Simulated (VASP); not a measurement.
# CdTe (F-43m) in VASP: further runs, part 3 of 3

VASP 6.6.1. The steps go on from the part before.

**5. Single point, RPBE+D3(BJ)**

This run uses another cell than the first one, of 33.58 Å³/atom, 1.041 times its volume.

File INCAR:

```
SYSTEM = CdTe
PREC = Accurate ; ENCUT = 520
EDIFF = 1E-6 ; ISMEAR = -1
SIGMA = 0.05 ; LREAL = .FALSE.
LASPH = .TRUE. ; NELM = 100
ALGO = Normal ; ISIF = 2
LWAVE = .FALSE. ; LCHARG = .FALSE.
GGA = RP ; IVDW = 12
NBANDS = 16
```

File KPOINTS:

```
Automatic mesh
0
G
  7 7 7
  0 0 0
```

File POSCAR:

```
CdTe
1.0
    0.0000000000      3.2262257841      3.2262257841
    3.2262257841      0.0000000000      3.2262257841
    3.2262257841      3.2262257841      0.0000000000
Te Cd
1 1
Direct
    0.7500000000      0.7500000000      0.7500000000
    0.0000000000      0.0000000000      0.0000000000
```

Potentials or basis: VASP PAW PBE potentials, release 64 (Te, Cd).

Run with:

```bash
> cat potpaw_PBE.64/Te/POTCAR potpaw_PBE.64/Cd/POTCAR > POTCAR
> mpirun -np 1 vasp_std > vasp.out
```

OUTCAR:

```text
SYSTEM = CdTe
   PREC = Accurate
   ENCUT = 520
   EDIFF = 1E-6
   ISMEAR = -1
   LREAL = .FALSE.
   LASPH = .TRUE.
   NELM = 100
   ISIF = 2
   GGA = RP
   IVDW = 12
 IVDW          = 12

 ion  position               nearest neighbor table
   1  0.750  0.750  0.750-   2 2.79   2 2.79   2 2.79   2 2.79
   2  0.000  0.000  0.000-   1 2.79   1 2.79   1 2.79   1 2.79

  LATTYP: Found a face centered cubic cell.
 ALAT       =     6.4524515682

  Lattice vectors:

 A1 = (   0.0000000000,   3.2262257841,   3.2262257841)
[... 560 lines left out ...]

 Edisp (eV)   -2.99388

 E8    (eV) :    -1.9449

  FORCE on cell =-STRESS in cart. coord.  units (eV):
  Direction    XX          YY          ZZ          XY          YZ          ZX
  --------------------------------------------------------------------------------------
  -------------------------------------------------------------------------------------
  Total      -1.50769    -1.50769    -1.50769     0.00000     0.00000     0.00000
  in kB     -35.96726   -35.96726   -35.96726     0.00000     0.00000     0.00000
  external pressure =      -35.97 kB  Pullay stress =        0.00 kB

 VOLUME and BASIS-vectors are now :
 -----------------------------------------------------------------------------
  energy-cutoff  :      520.00
  volume of cell :       67.16
      direct lattice vectors                 reciprocal lattice vectors
     0.000000000  3.226225784  3.226225784    -0.154979854  0.154979854  0.154979854
     3.226225784  0.000000000  3.226225784     0.154979854 -0.154979854  0.154979854
     3.226225784  3.226225784  0.000000000     0.154979854  0.154979854 -0.154979854

 POSITION                                       TOTAL-FORCE (eV/Angst)
 -----------------------------------------------------------------------------------
      4.83934      4.83934      4.83934         0.000000     -0.000000     -0.000000
      0.00000      0.00000      0.00000        -0.000000      0.000000      0.000000
 -----------------------------------------------------------------------------------
    total drift:                                0.000000      0.000000      0.000000

  FREE ENERGIE OF THE ION-ELECTRON SYSTEM (eV)
  ---------------------------------------------------
  free  energy   TOTEN  =        -7.0622608045 eV

  energy  without entropy=       -7.0622600012  energy(sigma->0) =       -7.06226040
```

stdout:

```text
POSCAR found type information on POSCAR TeCd
 POSCAR found :  2 types and       2 ions
 scaLAPACK will be used
 -----------------------------------------------------------------------------
|                                                                             |
|                                                                             |
|     You enforced a specific xc type in the INCAR file but a different       |
|     I HOPE YOU KNOW WHAT YOU ARE DOING!                                     |
|                                                                             |
 -----------------------------------------------------------------------------

 LDA part: xc-table for (Slater+PW92), standard interpolation
 POSCAR, INCAR and KPOINTS ok, starting setup
 FFT: planning ... GRIDC
 FFT: planning ... GRID_SOFT
 FFT: planning ... GRID
 WAVECAR not read
 entering main loop
```

Wall time 15 s (1 thread of AMD EPYC 9R45 (Zen 5), shared host); peak memory 0.19 GiB.

What came out:

```yaml
Free_energy: -7.0623 eV
Pressure: -3.6 GPa
Band_gap_on_the_k_mesh: 0.96 eV, direct
Dispersion_energy_per_atom: -1.497 eV
```

Caveat: the PAW data sets were made with another functional, which shifts forces and pressure a little; spin-orbit coupling is left out, which moves the levels of the heavy elements.

**6. Single point, revPBE+D4**

This run uses another cell than the first one, of 32.92 Å³/atom, 1.020 times its volume.

File INCAR:

```
PREC = Accurate
ENCUT = 520
EDIFF = 1E-6
ISMEAR = -1
SIGMA = 0.05
LREAL = F
LASPH = T
NELM = 60
ALGO = Normal
ISIF = 2
LWAVE = F
LCHARG = F
GGA = RE
IVDW = 13
NBANDS = 16
```

File KPOINTS:

```
regular mesh
0
Gamma
  7 7 7
```

File POSCAR:

```
CdTe
1.0
    0.0000000000      3.2050000000      3.2050000000
    3.2050000000      0.0000000000      3.2050000000
    3.2050000000      3.2050000000      0.0000000000
Te Cd
1 1
Direct
    0.7500000000      0.7500000000      0.7500000000
    0.0000000000      0.0000000000      0.0000000000
```

Potentials or basis: VASP PAW PBE potentials, release 64 (Te, Cd).

Run with:

```bash
> cat potpaw_PBE.64/Te/POTCAR potpaw_PBE.64/Cd/POTCAR > POTCAR
> mpirun -np 1 vasp_std > vasp.out
```

Run time: 16 s. Hardware: 1 thread of AMD EPYC 9R45 (Zen 5), shared host; peak memory 0.18 GiB.

It converged, with:

```
Free energy                : -5.2966 eV
Pressure                   : 2.3 GPa
Band gap on the k mesh     : 0.98 eV, direct
Dispersion energy per atom : -0.590 eV
```

Levels at points of the mesh, in eV from the valence-band top:
| k point | band 5 | band 6 | band 7 | band 8 | band 9 | band 10 | band 11 | band 12 | band 13 | band 14 |
| --- | --- | --- | --- | --- | --- | --- | --- | --- | --- | --- |
| (0.00, 0.00, 0.00) | -8.13 | -8.13 | 0.00 | 0.00 | 0.00 | 0.98 | 4.62 | 4.62 | 4.62 | 7.68 |

Caveat: the PAW data sets were made with another functional, which shifts forces and pressure a little; spin-orbit coupling is left out, which moves the levels of the heavy elements.

**7. Summary**

| level | cell | gap on the mesh (eV) | pressure (GPa) |
| --- | --- | --- | --- |
| RPBE+D3(BJ) | a = 4.502 Å, angles 60.0°, 2 atoms | 1.09 | -1.9 |
| revPBE+D4 | a = 4.502 Å, angles 60.0°, 2 atoms | 1.05 | 3.3 |
| RPBE+D3(BJ) | a = 4.533 Å, angles 60.0°, 2 atoms | 1.02 | -2.8 |
| RPBE+D3(BJ) | a = 4.563 Å, angles 60.0°, 2 atoms | 0.96 | -3.6 |
| revPBE+D4 | a = 4.533 Å, angles 60.0°, 2 atoms | 0.98 | 2.3 |

Alike in all rows: task single point; potentials or basis VASP PAW PBE potentials, release 64 (Te, Cd); no spin polarisation; k mesh 7 × 7 × 7; cutoff (eV) 520; smearing fermi-dirac 0.05 eV.

Caveats: the PAW data sets were made with another functional, which shifts forces and pressure a little; spin-orbit coupling is left out, which moves the levels of the heavy elements.

Total energies depend on the potentials used, so only differences within one code and one set of settings carry meaning.

**8. Against experiment**

Step 2. Against the measured gap of CdTe, 1.607 eV (0 K; a printed reference work, data compilation), the calculated 1.09 eV is off by -0.52 eV. Spin-orbit coupling on Cd, Te is left out. The value is that of RPBE+D3(BJ), without temperature or zero-point motion. Semilocal functionals fall short of measured gaps as a rule.

Step 4. Against the measured gap of CdTe, 1.607 eV (0 K; a printed reference work, data compilation), the calculated 1.02 eV is off by -0.58 eV. Spin-orbit coupling on Cd, Te is left out. The value is that of RPBE+D3(BJ), without temperature or zero-point motion. Semilocal functionals fall short of measured gaps as a rule.

Step 6. Against the measured gap of CdTe, 1.607 eV (0 K; a printed reference work, data compilation), the calculated 0.98 eV is off by -0.62 eV. Spin-orbit coupling on Cd, Te is left out. The value is that of revPBE+D4, without temperature or zero-point motion. Semilocal functionals fall short of measured gaps as a rule.
